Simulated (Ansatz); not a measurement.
**CdO: how the settings move a single-point run**

How sensitive is a single-point run of CdO to its settings? A reference run comes first, then six runs with altered input.

Program: Ansatz 0.2.0. Level of theory: reference: DFT, PBE, plane waves, PAW. These are calculated values, not measurements.

3 further runs of the same task are left out: 1 for a known fault of the program, 2 that didn't finish.

## (1) The system as given

It takes space group Fm-3m (No. 225, cubic). The conventional cell has a = 4.706 Å, b = 4.706 Å, c = 4.706 Å, α = 90.00°, β = 90.00°, γ = 90.00°. Cd (site symmetry m-3m) is surrounded by 6 O at 2.35 Å. O (site symmetry m-3m) is surrounded by 6 Cd at 2.35 Å.

As a file:

```cif
data_structure
_symmetry_space_group_name_H-M 'P 1'
_symmetry_Int_Tables_number 1
_cell_length_a 3.3276
_cell_length_b 3.3276
_cell_length_c 3.3276
_cell_angle_alpha 60.000
_cell_angle_beta 60.000
_cell_angle_gamma 60.000
_cell_volume 26.06
loop_
_atom_site_label
_atom_site_type_symbol
_atom_site_fract_x
_atom_site_fract_y
_atom_site_fract_z
_atom_site_occupancy
Cd1 Cd 0.00000 0.00000 0.00000 1
O1 O 0.50000 0.50000 0.50000 1
```

## (2) Baseline

input.yaml

```yaml
crystal:
  lattice:
    - [0.0, 2.3530013821, 2.3530013821]
    - [2.3530013821, 0.0, 2.3530013821]
    - [2.3530013821, 2.3530013821, 0.0]
  atoms:
    - { symbol: Cd, position: [0.0, 0.0, 0.0] }
    - { symbol: O, position: [0.5, 0.5, 0.5] }
kpoints:
  mp_grid: { grid: [6, 6, 6] }
hamiltonian:
  xc: pbe
scf:
  occupations: { method: fermi_dirac, width: 0.02 }
  n_extra_bands: 4
output:
  forces: true
  stress: true
  eigenvalues: true
```

Started as:

```bash
> ansatz run input.yaml --threads 4 --pin off --max-ram 3686MiB --backend cpu --events-out ev --progress --plain --runs-dir out
```

## (3) Variant: eigensolver.kind dense

Changes to input.yaml since step 2:

```diff
@@ -15,2 +15,3 @@
   n_extra_bands: 4
+  eigensolver: { kind: dense }
 output:
```

## (4) Variant: occupations.method methfessel_paxton, occupations.width 0.2

Changes to input.yaml since step 2:

```diff
@@ -13,3 +13,3 @@
 scf:
-  occupations: { method: fermi_dirac, width: 0.02 }
+  occupations: { method: methfessel_paxton, width: 0.2 }
   n_extra_bands: 4
```

## (5) A run with other settings

Changes to input.yaml since step 2:

```diff
@@ -13,3 +13,3 @@
 scf:
-  occupations: { method: fermi_dirac, width: 0.02 }
+  occupations: { method: fixed }
   n_extra_bands: 4
```

## (7) Changed: mixing.beta 0.05

Changes to input.yaml since step 2:

```diff
@@ -15,2 +15,4 @@
   n_extra_bands: 4
+  mixing: { beta: 0.05 }
+  max_iter: 92
 output:
```

## (8) Changed: occupations.method gaussian, occupations.width 0.2

Changes to input.yaml since step 2:

```diff
@@ -13,3 +13,3 @@
 scf:
-  occupations: { method: fermi_dirac, width: 0.02 }
+  occupations: { method: gaussian, width: 0.2 }
   n_extra_bands: 4
```

## (9) Variant: occupations.method cold, occupations.width 0.05

Changes to input.yaml since step 2:

```diff
@@ -13,3 +13,3 @@
 scf:
-  occupations: { method: fermi_dirac, width: 0.02 }
+  occupations: { method: cold, width: 0.05 }
   n_extra_bands: 4
```

(Steps that only read results are left out.)

**Question.** What will these runs give? Wanted: for each run, ending; energy change; pressure; gap; force.

The runs gave:

| run | ending | energy change | pressure (GPa) | gap (eV) | force (eV/Å) | cycles | time |
| --- | --- | --- | --- | --- | --- | --- | --- |
| reference | converged | 0 | 5.5 | 0.00 | 0.00 | 6 | 0.23 s |
| 1: eigensolver.kind dense | converged | 0.0 meV/atom | 5.5 | 0.00 | 0.00 | 6 | 2 s |
| 2: occupations.method methfessel_paxton, occupations.width 0.2 | converged | +0.3 meV/atom (σ→0) | 5.4 | 0.00 | 0.00 | 4 | 0.22 s |
| 3: occupations.method fixed, width left out | converged | +2.1 meV/atom (σ→0) | 5.3 | 0.00 | 0.00 | 6 | 0.27 s |
| 4: mixing.beta 0.05 | converged | 0.0 meV/atom | 5.5 | 0.00 | 0.00 | 6 | 0.24 s |
| 5: occupations.method gaussian, occupations.width 0.2 | converged | -0.4 meV/atom (σ→0) | 5.5 | 0.00 | 0.00 | 6 | 0.24 s |
| 6: occupations.method cold, occupations.width 0.05 | converged | +0.1 meV/atom (σ→0) | 5.4 | 0.00 | 0.00 | 4 | 0.24 s |

Residual by cycle in the longest SCF loop of each run; runs are numbered as in the table. The quantity is the density residual dr2, in eV.

| cycle | reference | run 1 | run 2 | run 3 | run 4 | run 5 | run 6 |
| --- | --- | --- | --- | --- | --- | --- | --- |
| 1 | 9.9e-5 | 9.9e-5 | 9.6e-5 | 3.2e-4 | 9.9e-5 | 1.0e-4 | 9.8e-5 |
| 2 | 5.9e-6 | 7.8e-6 | 5.8e-6 | 9.7e-5 | 8.1e-5 | 5.9e-6 | 5.9e-6 |
| 3 | 1.2e-6 | 1.6e-6 | 1.2e-6 | 7.7e-6 | 6.5e-5 | 1.2e-6 | 1.2e-6 |
| 4 | 1.5e-8 | 5.0e-9 | 1.4e-8 | 9.6e-7 | 3.5e-5 | 1.5e-8 | 1.5e-8 |
| 5 | 6.0e-10 | 2.2e-10 | - | 1.4e-8 | 1.7e-6 | 6.0e-10 | - |
| 6 | 1.3e-10 | 1.2e-12 | - | 1.5e-9 | 7.9e-8 | 1.2e-10 | - |

**Reading.** Run 3 forced a fixed filling on bands that overlap, as the log warns, so it is not on the ground state. Semilocal functionals close small gaps, so the missing gap need not be the real solid's. Of the variants the dearest is «eigensolver.kind dense» (2 s), the cheapest «occupations.method methfessel_paxton, occupations.width 0.2» (0.22 s), on a shared host.
